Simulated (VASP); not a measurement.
# GaN (P6_3mc) in VASP: further runs

One crystal, GaN, is run at these levels: PBE; tasks: relaxation of cell and atoms.

Everything below comes from runs of VASP 6.6.1. Logs are shortened: lines on timing, memory, paths and dates and some standing lists are left out, and cuts for length are marked.

## Step 1: Starting point

The structure is hexagonal, space group P6_3mc (No. 186). The conventional cell has a = 3.180 Å, b = 3.180 Å, c = 5.166 Å, α = 90.00°, β = 90.00°, γ = 120.00°. Ga (site symmetry 3m) is surrounded by 4 N at 1.94 to 1.95 Å. N (site symmetry 3m) has 4 Ga at 1.94 to 1.95 Å as nearest neighbours.

## Step 2: Relaxation of cell and atoms, PBE

File INCAR:

```
ALGO = Normal ; EDIFF = 1E-7
EDIFFG = -0.002 ; ENCUT = 900
GGA = PE ; IBRION = 2
ISIF = 3 ; ISMEAR = 0
LASPH = T ; LCHARG = F
LREAL = F ; LWAVE = F
NELM = 100 ; NSW = 80
PREC = Accurate ; SIGMA = 0.02
```

File KPOINTS:

```
k-points
0
Gamma
  12 12 6
```

File POSCAR:

```
GaN
1.0
    3.1800000000      0.0000000000      0.0000000000
   -1.5900000000      2.7539607800      0.0000000000
    0.0000000000      0.0000000000      5.1660000000
Ga N
2 2
Direct
    0.3333333300      0.6666666700      0.0000000000
    0.6666666700      0.3333333300      0.5000000000
    0.3333333300      0.6666666700      0.3750000000
    0.6666666700      0.3333333300      0.8750000000
```

Potentials or basis: VASP PAW PBE potentials, release 64 (Ga_h, N_h).

Run with:

```sh
> cat potpaw_PBE.64/Ga_h/POTCAR potpaw_PBE.64/N_h/POTCAR > POTCAR
> mpirun -np 1 vasp_std > vasp.out
```

OUTCAR:

```text
EDIFF = 1E-7
   EDIFFG = -0.002
   ENCUT = 900
   GGA = PE
   IBRION = 2
   ISIF = 3
   ISMEAR = 0
   LASPH = T
   LREAL = F
   NELM = 100
   NSW = 80
   PREC = Accurate

 ion  position               nearest neighbor table
   1  0.333  0.667  0.000-   3 1.94   4 1.95   4 1.95   4 1.95
   2  0.667  0.333  0.500-   4 1.94   3 1.95   3 1.95   3 1.95
   3  0.333  0.667  0.375-   1 1.94   2 1.95   2 1.95   2 1.95
   4  0.667  0.333  0.875-   2 1.94   1 1.95   1 1.95   1 1.95

  LATTYP: Found a hexagonal cell.
 ALAT       =     3.1800000000
 C/A-ratio  =     1.6245283019

  Lattice vectors:

 A1 = (   3.1800000000,   0.0000000000,   0.0000000000)
 A2 = (  -1.5900000000,   2.7539607800,   0.0000000000)
 A3 = (   0.0000000000,   0.0000000000,   5.1660000000)

Analysis of symmetry for initial positions (statically):
=====================================================================
 Subroutine PRICEL returns:
 Original cell was already a primitive cell.

 Routine SETGRP: Setting up the symmetry group for a
 hexagonal supercell.

 Subroutine GETGRP returns: Found 12 space group operations
 (whereof  6 operations were pure point group operations)
 out of a pool of 24 trial point group operations.

The static configuration has the point symmetry C_3v.
 The point group associated with its full space group is C_6v.

Analysis of symmetry for dynamics (positions and initial velocities):
=====================================================================
 Subroutine PRICEL returns:
 Original cell was already a primitive cell.

 Routine SETGRP: Setting up the symmetry group for a
 hexagonal supercell.

 Subroutine GETGRP returns: Found 12 space group operations
 (whereof  6 operations were pure point group operations)
 out of a pool of 24 trial point group operations.

The dynamic configuration has the point symmetry C_3v.
 The point group associated with its full space group is C_6v.

 Subroutine INISYM returns: Found 12 space group operations
 (whereof  6 operations are pure point group operations),
 and found     1 'primitive' translations

----------------------------------------------------------------------------------------

                                     Primitive cell

  volume of cell :      45.2417

  direct lattice vectors                    reciprocal lattice vectors
     3.180000000  0.000000000  0.000000000     0.314465409  0.181556689  0.000000000
    -1.590000000  2.753960780  0.000000000     0.000000000  0.363113377  0.000000000
     0.000000000  0.000000000  5.166000000     0.000000000  0.000000000  0.193573364

  length of vectors
     3.180000000  3.179999997  5.166000000     0.363113377  0.363113377  0.193573364

  position of ions in fractional coordinates (direct lattice)
     0.333333330  0.666666670  0.000000000
     0.666666670  0.333333330  0.500000000
     0.333333330  0.666666670  0.375000000
     0.666666670  0.333333330  0.875000000

  ion indices of the primitive-cell ions
   primitive index   ion index
                 1           1
                 2           2
                 3           3
                 4           4

----------------------------------------------------------------------------------------

 KPOINTS: k-points

Automatic generation of k-mesh.
 Grid dimensions read from file:
 generate k-points for:   12   12    6

 Generating k-lattice:

  Cartesian coordinates                     Fractional coordinates (reciprocal lattice)
     0.026205451  0.015129724  0.000000000     0.083333333  0.000000000  0.000000000
     0.000000000  0.030259448  0.000000000     0.000000000  0.083333333  0.000000000
     0.000000000  0.000000000  0.032262227     0.000000000  0.000000000  0.166666667

  Length of vectors
     0.030259448  0.030259448  0.032262227

  Shift w.r.t. Gamma in fractional coordinates (k-lattice)
     0.000000000  0.000000000  0.000000000

 Subroutine IBZKPT returns following result:
 ===========================================

 Found     76 irreducible k-points:

 Following reciprocal coordinates:
            Coordinates               Weight
  0.000000  0.000000  0.000000      1.000000
  0.083333  0.000000  0.000000      6.000000
  0.166667 -0.000000  0.000000      6.000000
  0.250000 -0.000000  0.000000      6.000000
  0.333333  0.000000  0.000000      6.000000
  0.416667 -0.000000  0.000000      6.000000
[... 16 lines left out ...]
  0.250000 -0.000000  0.166667     12.000000
  0.333333  0.000000  0.166667     12.000000
 [... further k-points ...]
   k-points           NKPTS =     76   k-points in BZ     NKDIM =     76   number of bands    NBANDS=     22
   number of dos      NEDOS =    301   number of ions     NIONS =      4
   total plane-waves  NPLWV =  55296
   dimension x,y,z NGX =    32 NGY =   32 NGZ =   54
   dimension x,y,z NGXF=    64 NGYF=   64 NGZF=  108
   ions per type =               2   2
   NGX,Y,Z   is equivalent  to a cutoff of  16.73, 16.73, 17.38 a.u.
   NGXF,Y,Z  is equivalent  to a cutoff of  33.46, 33.46, 34.76 a.u.
 SYSTEM =  unknown system
   PREC   = accura    normal or accurate (medium, high low for compatibility)
   ISTART =      0    job   : 0-new  1-cont  2-samecut
   ICHARG =      2    charge: 1-file 2-atom 10-const
   ISPIN  =      1    spin polarized calculation?
   LNONCOLLINEAR =      F non collinear calculations
   LSORBIT =      F    spin-orbit coupling
   LASPH  =      T    aspherical Exc in radial PAW
   ENCUT  =  900.0 eV  66.15 Ry    8.13 a.u.   7.78  7.78 12.64*2*pi/ulx,y,z
   NELM   =    100;   NELMIN=  2; NELMDL= -5     # of ELM steps
   EDIFF  = 0.1E-06   stopping-criterion for ELM
   LREAL  =      F    real-space projection
   EDIFFG = -.2E-02   stopping-criterion for IOM
   NSW    =     80    number of steps for IOM
   IBRION =      2    ionic relax: 0-MD 1-quasi-New 2-CG
   NFREE  =      1    steps in history (QN), initial steepest desc. (CG)
   ISIF   =      3    stress and relaxation
   ISYM   =      2    0-nonsym 1-usesym 2-fastsym
   POTIM  = 0.5000    time-step for ionic-motion
   TEBEG  =    0.0;   TEEND  =   0.0 temperature during run
   PSTRESS=    0.0 pullay stress
   NELECT =      36.0000    total number of electrons
   NUPDOWN=      -1.0000    fix difference up-down
   EMIN   =  10.00;   EMAX   =-10.00  energy-range for DOS
   EFERMI =   0.00;   METHOD = LEGACY
   ISMEAR =     0;   SIGMA  =   0.02  broadening in eV -4-tet -1-fermi 0-gaus
   EFERMI_NEDOS =   21; number of points for ismear=-14 and -15
   IALGO  =     38    algorithm
   IMIX   =      4    mixing-type and parameters
     AMIX     =   0.40;   BMIX     =  1.00
     AMIX_MAG =   1.60;   BMIX_MAG =  1.00
  volume/ion in A,a.u.               =      11.31        76.33
  Fermi-wavevector in a.u.,A,eV,Ry     =   1.517036  2.866782 31.312427  2.301398
  Thomas-Fermi vector in A             =   2.626345
   LORBIT       =      0    0 simple, 1 ext, 2 COOP (PROOUT), +10 PAW based schemes
   GGA     = PE    functional components
   LHFCALC =     F    Hartree Fock is set to
   AEXX    =    0.0000 exact exchange contribution
   IVDW    =     0    specifies the selected vdW correction
   LEPSILON=     F    determine dielectric tensor
   LRPA    =     F    only Hartree local field effects (RPA)
 conjugate gradient relaxation of ions
 non-spin polarized calculation
 Gauss-broadening in eV      SIGMA  =   0.02
  energy-cutoff  :      900.00
  volume of cell :       45.24
 maximum number of plane-waves:      2802
 NGX is ok and might be reduce to    32
   NGX = 15   NGY = 15   NGZ = 25

--------------------------------------- Ionic step        1  -------------------------------------------

 number of electron      35.9999998 magnetization

 Free energy of the ion-electron system (eV)
  ---------------------------------------------------
  ext. energy  EPLUGINS =         0.00000000
  ---------------------------------------------------
  free energy    TOTEN  =       -24.31205383 eV

  energy without entropy =      -24.31205383  energy(sigma->0) =      -24.31205383

------------------------ aborting loop because EDIFF is reached ----------------------------------------

  FORCE on cell =-STRESS in cart. coord.  units (eV):
  Direction    XX          YY          ZZ          XY          YZ          ZX
  --------------------------------------------------------------------------------------
  -------------------------------------------------------------------------------------
  Total        1.8717302      1.8717302      2.4923133      0.0000000      0.0000000      0.0000000
  in kB       66.2848916     66.2848914     88.2620372      0.0000000      0.0000000      0.0000000
  external PRESSURE =      73.6106068 kB  Pullay stress =       0.0000000 kB
[... 213 lines left out ...]
  energy  without entropy=      -24.3530417806  energy(sigma->0) =      -24.35304178

--------------------------------------- Ionic step        7  -------------------------------------------

 number of electron      36.0000005 magnetization

 Free energy of the ion-electron system (eV)
  ---------------------------------------------------
  ext. energy  EPLUGINS =         0.00000000
  ---------------------------------------------------
  free energy    TOTEN  =       -24.35304828 eV

  energy without entropy =      -24.35304828  energy(sigma->0) =      -24.35304828

 E-fermi :   6.6122     XC(G=0): -11.4291

 val. band max:        6.5045454086   @ k =   0.0000   0.0000   0.0000
 cond. band min:       8.2229649730   @ k =   0.0000   0.0000   0.0000
 fundamental gap:      1.7184195644
 Fermi energy:         6.6122443032

 k-point     1 :       0.0000    0.0000    0.0000
  band No.  band energies     occupation
      1      -9.2439      2.00000
      2      -8.4243      2.00000
      3      -6.9345      2.00000
      4      -6.9204      2.00000
      5      -6.9204      2.00000
      6      -6.8649      2.00000
[... 574 lines left out ...]
      6      -6.7336      2.00000
[... 14 lines left out ...]
     21      13.3917      0.00000
     22      14.5753      0.00000

 [... further k-points ...]

------------------------ aborting loop because EDIFF is reached ----------------------------------------

  FORCE on cell =-STRESS in cart. coord.  units (eV):
  Direction    XX          YY          ZZ          XY          YZ          ZX
  --------------------------------------------------------------------------------------
  -------------------------------------------------------------------------------------
  Total        0.0074211      0.0074211     -0.0021862      0.0000000      0.0000000      0.0000000
  in kB        0.2529717      0.2529717     -0.0745247      0.0000000      0.0000000      0.0000000
  external PRESSURE =       0.1438063 kB  Pullay stress =       0.0000000 kB
[... 19 lines left out ...]
  FREE ENERGIE OF THE ION-ELECTRON SYSTEM (eV)
  ---------------------------------------------------
  free  energy   TOTEN  =       -24.3530482779 eV

  energy  without entropy=      -24.3530482779  energy(sigma->0) =      -24.35304828

 reached required accuracy - stopping structural energy minimisation
```

Run time: 4 min. Hardware: 1 thread of Intel Xeon 6975P-C (Granite Rapids), shared host; peak memory 0.33 GiB.

Results:

```
Free energy                            : -24.3530 eV
Relaxed volume                         : 11.75 Å³/atom
Relaxed cell                           : a = 3.218 Å, b = 3.218 Å, c = 5.242 Å, α = 90.00°, β = 90.00°, γ = 120.00°
Space group after relaxing (to 0.05 Å) : P6_3mc (No. 186)
Energy gained by relaxing              : 10.2 meV/atom
Ionic steps                            : 7
Pressure after relaxing                : 0.0 GPa
Band gap on the k mesh                 : 1.72 eV, direct
```

The path:
```tsv
step	energy change (eV)	largest force (eV/Å)	pressure (GPa)	volume (Å³)
1	0.0000	0.1372	7.36	45.24
2	-0.0072	0.0665	-5.88	48.73
3	-0.0410	0.0107	-0.06	47.02
4	-0.0410	0.0128	0.09	46.98
5	-0.0410	0.0071	0.03	46.98
6	-0.0410	0.0025	0.03	46.98
7	-0.0410	0.0016	0.01	47.00
```

Final structure:
```
Ga N
1.0
     3.21756    0.00000    0.00000
    -1.60878    2.78649    0.00000
     0.00000    0.00000    5.24232
Ga N
2 2
Direct
  0.33333 0.66667 0.99915
  0.66667 0.33333 0.49915
  0.33333 0.66667 0.37585
  0.66667 0.33333 0.87585
```

Caveat: the cutoff is under 1.25 times the usual one of these potentials, so pressure, stress and relaxed cells hold a basis-set (Pulay) error.

## Step 3: Relaxation of cell and atoms, PBE

This run uses another cell than the first one, of 11.75 Å³/atom, 1.039 times its volume.

INCAR is that of step 2.

KPOINTS is that of step 2.

File POSCAR:

```
GaN                                     
1.0
    3.2175589148     -0.0000000000      0.0000000000
   -1.6087794574      2.7864877542      0.0000000000
    0.0000000000      0.0000000000      5.2423194375
  Ga              N             
     2     2
Direct
     0.3333333300000021    0.6666666699999979    0.9991461487567272
     0.6666666699999979    0.3333333300000021    0.4991461487567274
     0.3333333300000021    0.6666666699999979    0.3758538512432726
     0.6666666699999979    0.3333333300000021    0.8758538512432728
```

Potentials or basis: VASP PAW PBE potentials, release 64 (Ga_h, N_h).

Run with:

```sh
> cat potpaw_PBE.64/Ga_h/POTCAR potpaw_PBE.64/N_h/POTCAR > POTCAR
> mpirun -np 1 vasp_std > vasp.out
```

Run time: 2 min. Hardware: 1 thread of Intel Xeon 6975P-C (Granite Rapids), shared host; peak memory 0.34 GiB.

It converged, with:

| Quantity | Value |
| --- | --- |
| Free energy | -24.3578 eV |
| Relaxed volume | 11.76 Å³/atom |
| Relaxed cell | a = 3.219 Å, b = 3.219 Å, c = 5.244 Å, α = 90.00°, β = 90.00°, γ = 120.00° |
| Space group after relaxing (to 0.05 Å) | P6_3mc (No. 186) |
| Energy gained by relaxing | 0.0 meV/atom |
| Ionic steps | 3 |
| Pressure after relaxing | 0.0 GPa |
| Band gap on the k mesh | 1.71 eV, direct |

Final structure:
```
Ga N
1.0
     3.21854    0.00000    0.00000
    -1.60927    2.78734    0.00000
     0.00000    0.00000    5.24365
Ga N
2 2
Direct
  0.33333 0.66667 0.99916
  0.66667 0.33333 0.49915
  0.33333 0.66667 0.37584
  0.66667 0.33333 0.87585
```

Levels at points of the mesh, in eV from the valence-band top:
```tsv
k point	band 16	band 17	band 18	band 19	band 20	band 21
(0.00, 0.00, 0.00)	-0.04	0.00	0.00	1.71	4.06	9.02
(0.50, 0.00, 0.00)	-2.64	-2.12	-0.96	4.98	5.37	5.97
(0.00, 0.00, 0.50)	-0.51	-0.51	-0.51	4.06	4.06	8.31
(0.50, 0.00, 0.50)	-1.87	-1.83	-1.83	4.31	4.31	7.57
```

Caveat: the cutoff is under 1.25 times the usual one of these potentials, so pressure, stress and relaxed cells hold a basis-set (Pulay) error. As with any semilocal functional, this PBE gap is likely too small.
